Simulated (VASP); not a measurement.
# Be (Fm-3m) in VASP: a series of runs

Runs on Be. Level: revPBE. Tasks: single point.

Program: VASP 6.6.1. These are calculated values, not measurements. Logs are shortened: lines on timing, memory, paths and dates and some standing lists are left out, and cuts for length are marked.

## Step 1: Starting point

It takes space group Fm-3m (No. 225, cubic). The conventional cell has a = 3.183 Å, b = 3.183 Å, c = 3.183 Å, α = 90.00°, β = 90.00°, γ = 90.00°. Be (site symmetry m-3m) is surrounded by 12 Be at 2.25 Å.

This isn't the form of Be at room conditions, which is hcp.

## Step 2: Single point, revPBE

The input, INCAR:

```
SYSTEM = Be
ALGO = Fast ; EDIFF = 1E-6
ENCUT = 520 ; GGA = RE
ISIF = 2 ; ISMEAR = -1
LASPH = .True. ; LCHARG = .True.
LELF = .True. ; LREAL = .False.
LVHAR = .True. ; LWAVE = .False.
NBANDS = 7 ; NELM = 60
PREC = Accurate ; SIGMA = 0.1
```

The input, KPOINTS:

```
k-points
0
Gamma
  28 28 28
  0 0 0
```

The input, POSCAR:

```
Be
1.0
    0.0000000000      1.5914193933      1.5914193933
    1.5914193933      0.0000000000      1.5914193933
    1.5914193933      1.5914193933      0.0000000000
Be
1
Direct
    0.0000000000      0.0000000000      0.0000000000
```

Potentials or basis: VASP PAW PBE potentials, release 64 (Be).

Started as:

```
cat potpaw_PBE.64/Be/POTCAR > POTCAR
mpirun -np 1 vasp_std > vasp.out
```

OUTCAR:

```text
SYSTEM = Be
   EDIFF = 1E-6
   ENCUT = 520
   GGA = RE
   ISIF = 2
   ISMEAR = -1
   LASPH = .True.
   LREAL = .False.
   NELM = 60
   PREC = Accurate

 ion  position               nearest neighbor table
   1  0.000  0.000  0.000-

  LATTYP: Found a face centered cubic cell.
 ALAT       =     3.1828387866

  Lattice vectors:

 A1 = (   0.0000000000,   1.5914193933,   1.5914193933)
 A2 = (   1.5914193933,   0.0000000000,   1.5914193933)
 A3 = (   1.5914193933,   1.5914193933,   0.0000000000)

Analysis of symmetry for initial positions (statically):
=====================================================================
 Subroutine PRICEL returns:
 Original cell was already a primitive cell.

 Routine SETGRP: Setting up the symmetry group for a
 face centered cubic supercell.

 Subroutine GETGRP returns: Found 48 space group operations
 (whereof 48 operations were pure point group operations)
 out of a pool of 48 trial point group operations.

The static configuration has the point symmetry O_h .

Analysis of symmetry for dynamics (positions and initial velocities):
=====================================================================
 Subroutine PRICEL returns:
 Original cell was already a primitive cell.

 Routine SETGRP: Setting up the symmetry group for a
 face centered cubic supercell.

 Subroutine GETGRP returns: Found 48 space group operations
 (whereof 48 operations were pure point group operations)
 out of a pool of 48 trial point group operations.

The dynamic configuration has the point symmetry O_h .

 Subroutine INISYM returns: Found 48 space group operations
 (whereof 48 operations are pure point group operations),
 and found     1 'primitive' translations

----------------------------------------------------------------------------------------

                                     Primitive cell

  volume of cell :       8.0609

  direct lattice vectors                    reciprocal lattice vectors
     0.000000000  1.591419393  1.591419393    -0.314184936  0.314184936  0.314184936
     1.591419393  0.000000000  1.591419393     0.314184936 -0.314184936  0.314184936
     1.591419393  1.591419393  0.000000000     0.314184936  0.314184936 -0.314184936

  length of vectors
     2.250606889  2.250606889  2.250606889     0.544184272  0.544184272  0.544184272

  position of ions in fractional coordinates (direct lattice)
     0.000000000  0.000000000  0.000000000

  ion indices of the primitive-cell ions
   primitive index   ion index
                 1           1

----------------------------------------------------------------------------------------

 KPOINTS: k-points

Automatic generation of k-mesh.
 Grid dimensions read from file:
 generate k-points for:   28   28   28

 Generating k-lattice:

  Cartesian coordinates                     Fractional coordinates (reciprocal lattice)
    -0.011220891  0.011220891  0.011220891     0.035714286  0.000000000  0.000000000
     0.011220891 -0.011220891  0.011220891     0.000000000  0.035714286  0.000000000
     0.011220891  0.011220891 -0.011220891     0.000000000  0.000000000  0.035714286

  Length of vectors
     0.019435153  0.019435153  0.019435153

  Shift w.r.t. Gamma in fractional coordinates (k-lattice)
     0.000000000  0.000000000  0.000000000

 Subroutine IBZKPT returns following result:
 ===========================================

 Found    624 irreducible k-points:

 Following reciprocal coordinates:
            Coordinates               Weight
  0.000000  0.000000  0.000000      1.000000
  0.035714  0.000000  0.000000      8.000000
  0.071429  0.000000  0.000000      8.000000
  0.107143  0.000000  0.000000      8.000000
  0.142857  0.000000  0.000000      8.000000
  0.178571  0.000000  0.000000      8.000000
[... 16 lines left out ...]
  0.285714  0.035714  0.000000     24.000000
  0.321429  0.035714  0.000000     24.000000
 [... further k-points ...]
   k-points           NKPTS =    624   k-points in BZ     NKDIM =    624   number of bands    NBANDS=      7
   number of dos      NEDOS =    301   number of ions     NIONS =      1
   total plane-waves  NPLWV =   5832
   dimension x,y,z NGX =    18 NGY =   18 NGZ =   18
   dimension x,y,z NGXF=    36 NGYF=   36 NGZF=   36
   ions per type =               1
   NGX,Y,Z   is equivalent  to a cutoff of  13.30, 13.30, 13.30 a.u.
   NGXF,Y,Z  is equivalent  to a cutoff of  26.59, 26.59, 26.59 a.u.
 SYSTEM =  Be
   PREC   = accura    normal or accurate (medium, high low for compatibility)
   ISTART =      0    job   : 0-new  1-cont  2-samecut
   ICHARG =      2    charge: 1-file 2-atom 10-const
   ISPIN  =      1    spin polarized calculation?
   LNONCOLLINEAR =      F non collinear calculations
   LSORBIT =      F    spin-orbit coupling
   LASPH  =      T    aspherical Exc in radial PAW
   ENCUT  =  520.0 eV  38.22 Ry    6.18 a.u.   4.18  4.18  4.18*2*pi/ulx,y,z
   NELM   =     60;   NELMIN=  2; NELMDL= -5     # of ELM steps
   EDIFF  = 0.1E-05   stopping-criterion for ELM
   LREAL  =      F    real-space projection
   EDIFFG = 0.1E-04   stopping-criterion for IOM
   NSW    =      0    number of steps for IOM
   IBRION =     -1    ionic relax: 0-MD 1-quasi-New 2-CG
   NFREE  =      0    steps in history (QN), initial steepest desc. (CG)
   ISIF   =      2    stress and relaxation
   ISYM   =      2    0-nonsym 1-usesym 2-fastsym
   POTIM  = 0.5000    time-step for ionic-motion
   TEBEG  =    0.0;   TEEND  =   0.0 temperature during run
   PSTRESS=    0.0 pullay stress
   NELECT =       2.0000    total number of electrons
   NUPDOWN=      -1.0000    fix difference up-down
   EMIN   =  10.00;   EMAX   =-10.00  energy-range for DOS
   EFERMI =   0.00;   METHOD = LEGACY
   ISMEAR =    -1;   SIGMA  =   0.10  broadening in eV -4-tet -1-fermi 0-gaus
   EFERMI_NEDOS =   21; number of points for ismear=-14 and -15
   IALGO  =     68    algorithm
   IMIX   =      4    mixing-type and parameters
     AMIX     =   0.40;   BMIX     =  1.00
     AMIX_MAG =   1.60;   BMIX_MAG =  1.00
  volume/ion in A,a.u.               =       8.06        54.40
  Fermi-wavevector in a.u.,A,eV,Ry     =   1.028703  1.943968 14.398103  1.058231
  Thomas-Fermi vector in A             =   2.162713
   LORBIT       =      0    0 simple, 1 ext, 2 COOP (PROOUT), +10 PAW based schemes
   GGA     = RE    functional components
   LHFCALC =     F    Hartree Fock is set to
   AEXX    =    0.0000 exact exchange contribution
   IVDW    =     0    specifies the selected vdW correction
   LEPSILON=     F    determine dielectric tensor
   LRPA    =     F    only Hartree local field effects (RPA)
 non-spin polarized calculation
 RMM-DIIS sequential band-by-band and
  energy-cutoff  :      520.00
  volume of cell :        8.06
 maximum number of plane-waves:       229
 NGX is ok and might be reduce to    18
   NGX =  9   NGY =  9   NGZ =  9

 number of electron       2.0000000 magnetization

 Free energy of the ion-electron system (eV)
  ---------------------------------------------------
  ext. energy  EPLUGINS =         0.00000000
  ---------------------------------------------------
  free energy    TOTEN  =        -3.47700624 eV

  energy without entropy =       -3.47300524  energy(sigma->0) =       -3.47500574

 E-fermi :   7.3790     XC(G=0): -10.5475

 val. band max:        7.3497205098   @ k =   0.5000   0.0000   0.0000
 cond. band min:       7.3933902189   @ k =  -0.4643   0.0714   0.0357
 fundamental gap:      0.0436697091
 Fermi energy:         7.3789906088

 k-point     1 :       0.0000    0.0000    0.0000
  band No.  band energies     occupation
      1      -4.3445      2.00000
      2      26.6942      0.00000
      3      26.6942      0.00000
      4      26.6942      0.00000
      5      36.0432      0.00000
      6      36.0432      0.00000
      7      36.0432      0.00000

 k-point     2 :       0.0357    0.0000    0.0000
  band No.  band energies     occupation
      1      -4.3023      2.00000
      2      26.3453      0.00000
      3      26.6195      0.00000
      4      26.6195      0.00000
      5      35.3810      0.00000
      6      36.1866      0.00000
      7      36.1866      0.00000

 k-point     3 :       0.0714    0.0000    0.0000
  band No.  band energies     occupation
      1      -4.1758      2.00000
      2      25.3509      0.00000
      3      26.4116      0.00000
      4      26.4116      0.00000
      5      34.6436      0.00000
      6      36.5852      0.00000
      7      36.5852      0.00000

 k-point     4 :       0.1071    0.0000    0.0000
  band No.  band energies     occupation
      1      -3.9649      2.00000
      2      23.8744      0.00000
      3      26.1110      0.00000
      4      26.1110      0.00000
      5      34.3212      0.00000
      6      37.1425      0.00000
      7      37.1425      0.00000

 k-point     5 :       0.1429    0.0000    0.0000
  band No.  band energies     occupation
      1      -3.6698      2.00000
      2      22.1201      0.00000
      3      25.7626      0.00000
      4      25.7626      0.00000
      5      34.3463      0.00000
      6      37.6679      0.00000
      7      37.6679      0.00000
[... 161 lines left out ...]
 k-point    22 :       0.2500    0.0357    0.0000
  band No.  band energies     occupation
      1      -2.4367      2.00000
      2      17.1065      0.00000
      3      24.0920      0.00000
      4      25.3891      0.00000
      5      34.5073      0.00000
      6      36.5026      0.00000
      7      37.8450      0.00000

 k-point    23 :       0.2857    0.0357    0.0000
  band No.  band energies     occupation
      1      -1.8396      2.00000
      2      15.2770      0.00000
      3      23.8338      0.00000
      4      25.0687      0.00000
      5      34.1935      0.00000
      6      36.5996      0.00000
      7      37.0412      0.00000

 k-point    24 :       0.3214    0.0357    0.0000
  band No.  band energies     occupation
      1      -1.1674      2.00000
      2      13.5279      0.00000
      3      23.6398      0.00000
      4      24.7673      0.00000
      5      33.6177      0.00000
      6      36.2144      0.00000
      7      36.9779      0.00000

 [... further k-points ...]

------------------------ aborting loop because EDIFF is reached ----------------------------------------

  FORCE on cell =-STRESS in cart. coord.  units (eV):
  Direction    XX          YY          ZZ          XY          YZ          ZX
  --------------------------------------------------------------------------------------
  -------------------------------------------------------------------------------------
  Total        0.0042608      0.0042608      0.0042608      0.0000000      0.0000000      0.0000000
  in kB        0.8468705      0.8468705      0.8468705      0.0000000      0.0000000      0.0000000
  external PRESSURE =       0.8468705 kB  Pullay stress =       0.0000000 kB

 VOLUME and BASIS-vectors are now :
 -----------------------------------------------------------------------------
  energy-cutoff  :      520.00
  volume of cell :        8.06
      direct lattice vectors                 reciprocal lattice vectors
     0.000000000  1.591419393  1.591419393    -0.314184936  0.314184936  0.314184936
     1.591419393  0.000000000  1.591419393     0.314184936 -0.314184936  0.314184936
     1.591419393  1.591419393  0.000000000     0.314184936  0.314184936 -0.314184936

 POSITION                                       TOTAL-FORCE (eV/Angst)
 -----------------------------------------------------------------------------------
      0.00000      0.00000      0.00000         0.000000      0.000000     -0.000000
 -----------------------------------------------------------------------------------
    total drift:                                0.000000      0.000000     -0.000000

  FREE ENERGIE OF THE ION-ELECTRON SYSTEM (eV)
  ---------------------------------------------------
  free  energy   TOTEN  =        -3.4770062420 eV

  energy  without entropy=       -3.4730052427  energy(sigma->0) =       -3.47500574
```

Wall time 16 s (1 thread of Intel Xeon Platinum 8559C (Emerald Rapids), shared host); peak memory 0.14 GiB.

Results:

```
Free energy            : -3.4770 eV
Pressure               : 0.1 GPa
Band gap on the k mesh : none (metal or under the smearing width)
```

Caveat: the PAW data sets were made with another functional, which shifts forces and pressure a little.

## Step 3: Single point, revPBE

The input, INCAR:

```
SYSTEM = Be
PREC = Accurate
ENCUT = 520
EDIFF = 1E-7
ISMEAR = -1
SIGMA = 0.1
LREAL = .FALSE.
LASPH = .TRUE.
NELM = 60
ALGO = Normal
ISIF = 2
LWAVE = .FALSE.
LCHARG = .TRUE.
GGA = RE
LELF = .TRUE.
LVHAR = .TRUE.
NBANDS = 7
```

The input, KPOINTS:

```
regular mesh
0
G
  19 19 19
  0 0 0
```

POSCAR is that of step 2.

Potentials or basis: VASP PAW PBE potentials, release 64 (Be).

Started as:

```
cat potpaw_PBE.64/Be/POTCAR > POTCAR
mpirun -np 1 vasp_std > vasp.out
```

It took 6.6 s on 1 thread of Intel Xeon Platinum 8559C (Emerald Rapids), shared host; peak memory 0.12 GiB.

The run converged. Its results:

```yaml
Free_energy: -3.4776 eV
Pressure: 0.0 GPa
Band_gap_on_the_k_mesh: none (metal or under the smearing width)
```

Levels at points of the mesh, in eV from the Fermi level:
```tsv
k point	band 1	band 2	band 3	band 4	band 5	band 6
(0.00, 0.00, 0.00)	-11.70	19.34	19.34	19.34	28.68	28.68
```

Caveat: the PAW data sets were made with another functional, which shifts forces and pressure a little.

## Step 4: Single point, revPBE

This run uses another cell than the first one, of 7.74 Å³/atom, 0.960 times its volume.

The input, INCAR:

```
ALGO = Fast ; EDIFF = 1E-6
ENCUT = 520 ; GGA = RE
ISIF = 2 ; ISMEAR = -1
LASPH = T ; LCHARG = T
LELF = T ; LREAL = F
LVHAR = T ; LWAVE = F
NBANDS = 7 ; NELM = 60
PREC = Accurate ; SIGMA = 0.1
```

The input, KPOINTS:

```
k-points
0
Gamma
  19 19 19
```

The input, POSCAR:

```
Be
1.0
    0.0000000000      1.5699110892      1.5699110892
    1.5699110892      0.0000000000      1.5699110892
    1.5699110892      1.5699110892      0.0000000000
Be
1
Direct
    0.0000000000      0.0000000000      0.0000000000
```

Started as:

```
cat potpaw_PBE.64/Be/POTCAR > POTCAR
mpirun -np 1 vasp_std > vasp.out
```

It took 6.1 s on 1 thread of Intel Xeon Platinum 8559C (Emerald Rapids), shared host; peak memory 0.12 GiB.

Results (log left out):

```
Free energy            : -3.4726 eV
Pressure               : 5.1 GPa
Band gap on the k mesh : none (metal or under the smearing width)
```

Levels at points of the mesh, in eV from the Fermi level:
| k point | band 1 | band 2 | band 3 | band 4 |
| --- | --- | --- | --- | --- |
| (0.00, 0.00, 0.00) | -12.01 | 19.91 | 19.91 | 19.91 |

Caveat: the PAW data sets were made with another functional, which shifts forces and pressure a little.

(Continued in part 2 of 2.)
